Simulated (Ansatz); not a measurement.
What a trial cell of Pd relaxes into

Computed with DFT PBE, scalar-relativistic, plane waves, PAW (Ansatz 0.2.0).

The start is a random cell of Pd with space group P6_1 (No. 169), drawn with lower limits on the distances.

The final relaxation ran on this input, with the default PAW datasets:

```yaml
crystal:
  lattice:
    - [4.9566068431, 0.0, 0.0]
    - [-2.4783034216, 4.2925474427, 0.0]
    - [0.0, 0.0, 5.3249795871]
  atoms:
    - { symbol: Pd, position: [0.0446201408, 0.5223100704, 0.5833333333] }
    - { symbol: Pd, position: [0.4776899296, 0.9553798592, 0.25] }
    - { symbol: Pd, position: [0.4776899296, 0.5223100704, 0.9166666667] }
    - { symbol: Pd, position: [0.5223100704, 0.4776899296, 0.4166666667] }
    - { symbol: Pd, position: [0.5223100704, 0.0446201408, 0.75] }
    - { symbol: Pd, position: [0.9553798592, 0.4776899296, 0.0833333333] }
basis:
  ecutwfc: 420
kpoints:
  mp_grid: { grid: [9, 9, 8] }
hamiltonian:
  xc: pbe
scf:
  occupations: { method: gaussian, width: 0.1 }
output:
  forces: true
  stress: true
  eigenvalues: true
relax:
  adjacent_minimum: "off"
  f_tol: 0.01
  max_steps: 80
  cell: { stress_tol: 0.05 }
```

It can be run as:

```bash
ansatz run input.yaml --threads 4 --pin off --backend cpu --events-out ev --progress --plain --runs-dir out  # memory cap (--max-ram) not shown
```

The program printed at the end:

```
SCF converged after 5 iterations
Free energy (F): -41834.804028 eV
Harris-Foulkes:  -41834.804028 eV  (|F-HF|=2.18e-11)
Internal energy: -41834.758111 eV  (E = F + TS)
E sigma→0 (E₀):  -41834.781070 eV
Entropy (-TS):   -0.045917 eV (-7.653 meV/atom)
Fermi energy:    14.260148 eV
--- Per-component energies (eV) ---
  E_band       = -1397.606368
  E_kinetic    = 3079.475100
  E_local      = -14416.922148  (includes V_loc(G=0)·N_el)
  E_nonlocal   = 1303.241389
  E_hartree    = 5939.833645
  E_xc         = -1008.585065
  E_vxc        = -1264.766436  (∫ρ·V_xc dr)
  E_paw        = -22502.108558  (= ΣΔE_a)
  E_vpaw       = -1978.302277  (= ΣTr[D̂ρ^β])
  E_aug_tail   = 0.001216  (compensation charges beyond the density's cutoff)
  E_ewald      = -14229.693689
  E_smearing   = -0.045917  (= −TS)
  E_closure    =  0.000000  (closes the sum)
  Σ components = -41834.804028   (vs F -41834.804028, Δ=0.00e0)
--- Forces (eV/Å), atoms counted from 1 ---
  atom   1  Pd    -0.00034345    -0.00019829     0.00000000
  atom   2  Pd     0.00000000     0.00039658     0.00000000
  atom   3  Pd     0.00034345    -0.00019829     0.00000000
  atom   4  Pd    -0.00034345     0.00019829     0.00000000
  atom   5  Pd     0.00000000    -0.00039658     0.00000000
  atom   6  Pd     0.00034345     0.00019829     0.00000000
  max |Σ_I F_I| component: 1.02e-16 eV/Å
--- Stress (GPa, compression-positive) ---
       -0.013276       0.000000       0.000000
        0.000000      -0.013276       0.000000
        0.000000       0.000000       0.000865
  P = ⅓ Tr σ = -0.0086 GPa (-0.086 kbar)
--- Relaxed structure (5 steps of the walk, 4 accepted, 1 SCFs on fresh bases) ---
  F+E_penalty+E_count = -41834.80402825 eV   max|allowed force component| = 3.966e-4 eV/Å   (the final SCF, on the basis selected at the relaxed cell)
  cell:  # Å, volume = 112.9963 Å³
    - [4.948659, 0.000000, 0.000000]
    - [-2.474329, 4.285664, 0.000000]
    - [0.000000, 0.0, 5.327933]
  atoms:
    - { symbol: Pd, position: [0.040101, 0.520050, 0.583333] }
    - { symbol: Pd, position: [0.479950, 0.959899, 0.25] }
    - { symbol: Pd, position: [0.479950, 0.520050, 0.916667] }
    - { symbol: Pd, position: [0.520050, 0.479950, 0.416667] }
    - { symbol: Pd, position: [0.520050, 0.040101, 0.750000] }
    - { symbol: Pd, position: [0.959899, 0.479950, 0.083333] }
```

Absolute energies hang on the potentials; compare differences alone.

The result has space group P6_122 (No. 178). Pd is coordinated by 8 Pd at 2.63–2.81 Å and 2 Pd at 3.29 Å.

It lies 0.39 eV/atom above the element's standard state at the same level.

For metals, differences of a few meV/atom aren't resolved.

A structure relaxed within its symmetry needn't be a true minimum.